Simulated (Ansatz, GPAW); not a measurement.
Given: the input of a run of GPAW 26.7.0 (ASE script) on Au (Gold). 

run.py

```python
from ase.dft.bandgap import bandgap
from ase.io import read, write
from ase.units import GPa
from gpaw import GPAW, PW

atoms = read('POSCAR')

calc = GPAW(mode=PW(600),
            xc='PBE',
            kpts={'size': (11, 11, 11), 'gamma': True},
            occupations={'name': 'methfessel-paxton', 'order': 0, 'width': 0.05},
            nbands=14,
            convergence={'density': 1e-05, 'energy': 1e-05},
            maxiter=150,
            txt='gpaw.txt')
atoms.calc = calc
energy = atoms.get_potential_energy()
forces = atoms.get_forces()
stress = atoms.get_stress()
calc.write('gs.gpw')
write('result.traj', atoms)
print(f'Energy: {energy:.6f} eV')
print('Forces (eV/A):')
print(forces.round(4))
print('Stress (GPa):', (stress / GPa).round(3))
print('Fermi level:', round(calc.get_fermi_level(), 4), 'eV')
print(f'Gap: {bandgap(calc)[0]:.4f} eV, direct: {bandgap(calc, direct=True)[0]:.4f} eV')
```

Contents of POSCAR:

```
Au
1.0
    0.0000000000      2.0350000000      2.0350000000
    2.0350000000      0.0000000000      2.0350000000
    2.0350000000      2.0350000000      0.0000000000
Au
1
Direct
    0.0000000000      0.0000000000      0.0000000000
```

Potentials or basis: GPAW PAW data sets (gpaw-data 1.2.1), pw.

The run is started by

```console
$ OMP_NUM_THREADS=1 python run.py
```

Problem. Set up the same calculation for Ansatz 0.2.0. Potentials or basis there: Ansatz PAW, cutoff 420 eV.

Solution. As run (cutoffs and basis follow the program's own potentials, and thresholds, step limits or extra output files can differ):

Contents of input.yaml:

```yaml
crystal:
  lattice:
    - [0.0, 2.035, 2.035]
    - [2.035, 0.0, 2.035]
    - [2.035, 2.035, 0.0]
  atoms:
    - { symbol: Au, position: [0.0, 0.0, 0.0] }
hamiltonian:
  xc: pbe
  pseudopotentials: { kind: paw }
kpoints:
  mp_grid: { grid: [11, 11, 11] }
scf:
  occupations: { method: gaussian, width: 0.05 }
output:
  forces: true
  stress: true
  eigenvalues: true
```

Potentials or basis: Ansatz PAW.

Launch:

```bash
$ ansatz run input.yaml --threads 2 --pin off --max-ram 5632MiB --backend cpu --events-out ev --progress --plain --runs-dir out
```

Both were run:

|  | GPAW | Ansatz |
| --- | --- | --- |
| Pressure | 13.4 GPa | 10.8 GPa |

Ansatz's pressure holds a Pulay term of +0.06 GPa for its cutoff of 420 eV, which the other run lacks.

The potentials hold 11 and 19 valence electrons a cell.

Where Ansatz's input types no cutoff or centring, it takes its own default and a Γ-centred mesh.

The two runs disagree by more than potentials and bases usually give (in gap, levels, pressure or energy); the cause wasn't traced.

The cell lies far from this level's equilibrium.

Pressure is positive in compression.
